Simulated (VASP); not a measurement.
# SnS2 in VASP: further runs, part 2 of 2

VASP 6.6.1.

## (4) Single point, PBE

Contents of INCAR:

```
PREC = Accurate
ENCUT = 900
EDIFF = 1E-6
ISMEAR = -1
SIGMA = 0.05
LREAL = False
LASPH = True
NELM = 60
ALGO = Fast
ISIF = 2
LWAVE = False
LCHARG = False
LDIPOL = True
IDIPOL = 3
DIPOL = 0.5 0.5 0.500
GGA = PE
```

Contents of KPOINTS:

```
Automatic mesh
0
Gamma
  6 6 1
```

Contents of POSCAR:

```
SnS2
1.0
    3.6758468805      0.0000000000      0.0000000000
   -1.8379234403      3.1833767789      0.0000000000
    0.0000000000      0.0000000000     30.2610129015
S Sn
6 3
Direct
    0.0000000000      0.0000000000      0.2478436536
    0.3333333300      0.6666666600      0.3444056653
    0.0000000000      0.0000000000      0.4517189942
    0.6666666700      0.3333333400      0.5482810058
    0.0000000000      0.0000000000      0.6555943347
    0.3333333300      0.6666666600      0.7521563464
    0.6666666700      0.3333333400      0.2961304108
    0.3333333300      0.6666666600      0.5000057513
    0.6666666700      0.3333333400      0.7038810919
```

Potentials or basis: VASP PAW PBE potentials, release 54 (S, Sn).

Run with:

```console
cat potpaw_PBE.54/S/POTCAR potpaw_PBE.54/Sn/POTCAR > POTCAR
mpirun -np 1 vasp_std > vasp.out
```

OUTCAR:

```text
PREC = Accurate
   ENCUT = 900
   EDIFF = 1E-6
   ISMEAR = -1
   LREAL = False
   LASPH = True
   NELM = 60
   ISIF = 2
   GGA = PE

 ion  position               nearest neighbor table
   1  0.000  0.000  0.248-   7 2.58   7 2.58   7 2.58
   2  0.333  0.667  0.344-   7 2.58   7 2.58   7 2.58
   3  0.000  0.000  0.452-   8 2.58   8 2.58   8 2.58
   4  0.667  0.333  0.548-   8 2.58   8 2.58   8 2.58
   5  0.000  0.000  0.656-   9 2.58   9 2.58   9 2.58
   6  0.333  0.667  0.752-   9 2.58   9 2.58   9 2.58
   7  0.667  0.333  0.296-   2 2.58   2 2.58   2 2.58   1 2.58   1 2.58   1 2.58
   8  0.333  0.667  0.500-   4 2.58   4 2.58   4 2.58   3 2.58   3 2.58   3 2.58
   9  0.667  0.333  0.704-   6 2.58   6 2.58   6 2.58   5 2.58   5 2.58   5 2.58

  LATTYP: Found a hexagonal cell.
 ALAT       =     3.6758468805
 C/A-ratio  =     8.2323921222

  Lattice vectors:

 A1 = (   3.6758468805,   0.0000000000,   0.0000000000)
 A2 = (  -1.8379234403,   3.1833767789,   0.0000000000)
 A3 = (   0.0000000000,   0.0000000000,  30.2610129015)

Analysis of symmetry for initial positions (statically):
=====================================================================
 Subroutine PRICEL returns:
 Original cell was already a primitive cell.

 Routine SETGRP: Setting up the symmetry group for a
 hexagonal supercell.

 Subroutine GETGRP returns: Found  6 space group operations
 (whereof  6 operations were pure point group operations)
 out of a pool of 24 trial point group operations.

The static configuration has the point symmetry C_3v.

Analysis of symmetry for dynamics (positions and initial velocities):
=====================================================================
 Subroutine PRICEL returns:
 Original cell was already a primitive cell.

 Routine SETGRP: Setting up the symmetry group for a
 hexagonal supercell.

 Subroutine GETGRP returns: Found  6 space group operations
 (whereof  6 operations were pure point group operations)
 out of a pool of 24 trial point group operations.

The dynamic configuration has the point symmetry C_3v.

 Subroutine INISYM returns: Found  6 space group operations
 (whereof  6 operations are pure point group operations),
 and found     1 'primitive' translations

----------------------------------------------------------------------------------------

                                     Primitive cell

  volume of cell :     354.1024

  direct lattice vectors                    reciprocal lattice vectors
     3.675846880  0.000000000  0.000000000     0.272046152  0.157065919  0.000000000
    -1.837923440  3.183376779  0.000000000     0.000000000  0.314131838  0.000000000
     0.000000000  0.000000000 30.261012901     0.000000000  0.000000000  0.033045820

  length of vectors
     3.675846880  3.675846880 30.261012901     0.314131838  0.314131838  0.033045820

  position of ions in fractional coordinates (direct lattice)
     0.000000000  0.000000000  0.247843654
     0.333333330  0.666666660  0.344405665
     0.000000000  0.000000000  0.451718994
     0.666666670  0.333333340  0.548281006
     0.000000000  0.000000000  0.655594335
[... 54 lines left out ...]
   total plane-waves  NPLWV = 388800
   dimension x,y,z NGX =    36 NGY =   36 NGZ =  300
   dimension x,y,z NGXF=    72 NGYF=   72 NGZF=  600
   ions per type =               6   3
   NGX,Y,Z   is equivalent  to a cutoff of  16.28, 16.28, 16.48 a.u.
   NGXF,Y,Z  is equivalent  to a cutoff of  32.56, 32.56, 32.96 a.u.
 SYSTEM =  unknown system
   PREC   = accura    normal or accurate (medium, high low for compatibility)
   ISTART =      0    job   : 0-new  1-cont  2-samecut
   ICHARG =      2    charge: 1-file 2-atom 10-const
   ISPIN  =      1    spin polarized calculation?
   LNONCOLLINEAR =      F non collinear calculations
   LSORBIT =      F    spin-orbit coupling
   LASPH  =      T    aspherical Exc in radial PAW
   ENCUT  =  900.0 eV  66.15 Ry    8.13 a.u.   8.99  8.99 74.02*2*pi/ulx,y,z
   NELM   =     60;   NELMIN=  2; NELMDL= -5     # of ELM steps
   EDIFF  = 0.1E-05   stopping-criterion for ELM
   LREAL  =      F    real-space projection
   EDIFFG = 0.1E-04   stopping-criterion for IOM
   NSW    =      0    number of steps for IOM
   IBRION =     -1    ionic relax: 0-MD 1-quasi-New 2-CG
   NFREE  =      0    steps in history (QN), initial steepest desc. (CG)
   ISIF   =      2    stress and relaxation
   ISYM   =      2    0-nonsym 1-usesym 2-fastsym
   POTIM  = 0.5000    time-step for ionic-motion
   TEBEG  =    0.0;   TEEND  =   0.0 temperature during run
   PSTRESS=    0.0 pullay stress
   NELECT =      48.0000    total number of electrons
   NUPDOWN=      -1.0000    fix difference up-down
   EMIN   =  10.00;   EMAX   =-10.00  energy-range for DOS
   EFERMI =   0.00;   METHOD = LEGACY
   ISMEAR =    -1;   SIGMA  =   0.05  broadening in eV -4-tet -1-fermi 0-gaus
   EFERMI_NEDOS =   21; number of points for ismear=-14 and -15
   IALGO  =     68    algorithm
   IMIX   =      4    mixing-type and parameters
     AMIX     =   0.40;   BMIX     =  1.00
     AMIX_MAG =   1.60;   BMIX_MAG =  1.00
  volume/ion in A,a.u.               =      39.34       265.51
  Fermi-wavevector in a.u.,A,eV,Ry     =   0.840967  1.589197  9.622386  0.707225
  Thomas-Fermi vector in A             =   1.955435
   LORBIT       =      0    0 simple, 1 ext, 2 COOP (PROOUT), +10 PAW based schemes
   GGA     = PE    functional components
   LHFCALC =     F    Hartree Fock is set to
   AEXX    =    0.0000 exact exchange contribution
   IVDW    =     0    specifies the selected vdW correction
   LEPSILON=     F    determine dielectric tensor
   LRPA    =     F    only Hartree local field effects (RPA)
 non-spin polarized calculation
 RMM-DIIS sequential band-by-band and
  energy-cutoff  :      900.00
  volume of cell :      354.10
 maximum number of plane-waves:     21801
 NGX is ok and might be reduce to    36
   NGX = 17   NGY = 17   NGZ =149

 dipolmoment           0.000000      0.000000      0.000052 electrons x Angstroem

 number of electron      48.0000001 magnetization

 dipolmoment           0.000000      0.000000     -0.000592 electrons x Angstroem

 Free energy of the ion-electron system (eV)
  ---------------------------------------------------
  ext. energy  EPLUGINS =         0.00000000
  ---------------------------------------------------
  free energy    TOTEN  =       -39.68397701 eV

  energy without entropy =      -39.68397684  energy(sigma->0) =      -39.68397692

 E-fermi :  -0.1006     XC(G=0):  -5.9380

 val. band max:       -0.8948132755   @ k =   0.1667   0.0000   0.0000
 cond. band min:       0.6214604060   @ k =   0.5000   0.0000   0.0000
 fundamental gap:      1.5162736815
 Fermi energy:        -0.1005850137

 k-point     1 :       0.0000    0.0000    0.0000
  band No.  band energies     occupation
      1     -14.3776      2.00000
      2     -14.3408      2.00000
      3     -14.3091      2.00000
      4     -12.6252      2.00000
      5     -12.5458      2.00000
      6     -12.4762      2.00000
[... 213 lines left out ...]
     28       4.9846      0.00000
     29       5.3353      0.00000

------------------------ aborting loop because EDIFF is reached ----------------------------------------

 vacuum level on the upper side and lower side of the slab       (xc-potential included)        -0.285        -0.273

  FORCE on cell =-STRESS in cart. coord.  units (eV):
  Direction    XX          YY          ZZ          XY          YZ          ZX
  --------------------------------------------------------------------------------------
  -------------------------------------------------------------------------------------
  Total        2.4798420      2.4798420      2.8440318     -0.0000000      0.0000000     -0.0000000
  in kB       11.2203313     11.2203313     12.8681498     -0.0000000      0.0000000     -0.0000000
  external PRESSURE =      11.7696041 kB  Pullay stress =       0.0000000 kB

 VOLUME and BASIS-vectors are now :
 -----------------------------------------------------------------------------
  energy-cutoff  :      900.00
  volume of cell :      354.10
      direct lattice vectors                 reciprocal lattice vectors
     3.675846880  0.000000000  0.000000000     0.272046152  0.157065919  0.000000000
    -1.837923440  3.183376779  0.000000000     0.000000000  0.314131838  0.000000000
     0.000000000  0.000000000 30.261012901     0.000000000  0.000000000  0.033045820

 POSITION                                       TOTAL-FORCE (eV/Angst)
 -----------------------------------------------------------------------------------
      0.00000      0.00000      7.50000        -0.000000      0.000000     -0.265967
     -0.00000      2.12225     10.42206        -0.000000      0.000000      0.220120
      0.00000      0.00000     13.66947        -0.000000      0.000000     -0.216715
      1.83792      1.06113     16.59154         0.000000     -0.000000      0.216518
      0.00000      0.00000     19.83895        -0.000000      0.000000     -0.213058
     -0.00000      2.12225     22.76101        -0.000000     -0.000000      0.261947
      1.83792      1.06113      8.96121        -0.000000      0.000000     -0.019889
     -0.00000      2.12225     15.13068        -0.000000      0.000000      0.000371
      1.83792      1.06113     21.30015        -0.000000      0.000000      0.016673
 -----------------------------------------------------------------------------------
    total drift:                               -0.000000      0.000012      0.000916

  FREE ENERGIE OF THE ION-ELECTRON SYSTEM (eV)
  ---------------------------------------------------
  free  energy   TOTEN  =       -39.6839770052 eV

  energy  without entropy=      -39.6839768411  energy(sigma->0) =      -39.68397692

 vacuum level on the upper side and lower side of the slab         5.660         5.671
```

It took 7.8 min on 1 thread of AMD EPYC 7R43 (Zen 3), shared host; peak memory 0.72 GiB.

Results:

| Quantity | Value |
| --- | --- |
| Free energy | -39.6840 eV |
| Largest force | 0.266 eV/Å |
| Band gap on the k mesh | 1.52 eV, indirect (least direct gap 1.73 eV) |

Forces on the atoms (eV/Å):
```
S    0.000  0.000 -0.266
S    0.000  0.000  0.220
S    0.000  0.000 -0.217
S    0.000  0.000  0.217
S    0.000  0.000 -0.213
S    0.000  0.000  0.262
Sn   0.000  0.000 -0.020
Sn   0.000  0.000  0.000
Sn   0.000  0.000  0.017
```

Caveat: spin-orbit coupling is left out, which moves the levels of the heavy elements.

## (5) Overview

```csv
potentials or basis,gap on the mesh (eV),largest force (eV/Å)
"VASP PAW PBE potentials, release 64 (S_h, Sn_d)",1.51,0.28
"VASP PAW PBE potentials, release 54 (S, Sn_d)",1.51,0.27
"VASP PAW PBE potentials, release 54 (S, Sn)",1.52,0.27
```

Alike in all rows: task single point; level PBE; no spin polarisation; cell as given; k mesh 6 × 6 × 1; cutoff (eV) 900; smearing fermi-dirac 0.05 eV.

Caveats: spin-orbit coupling is left out, which moves the levels of the heavy elements.

Total energies depend on the potentials used, so only differences within one code and one set of settings carry meaning.
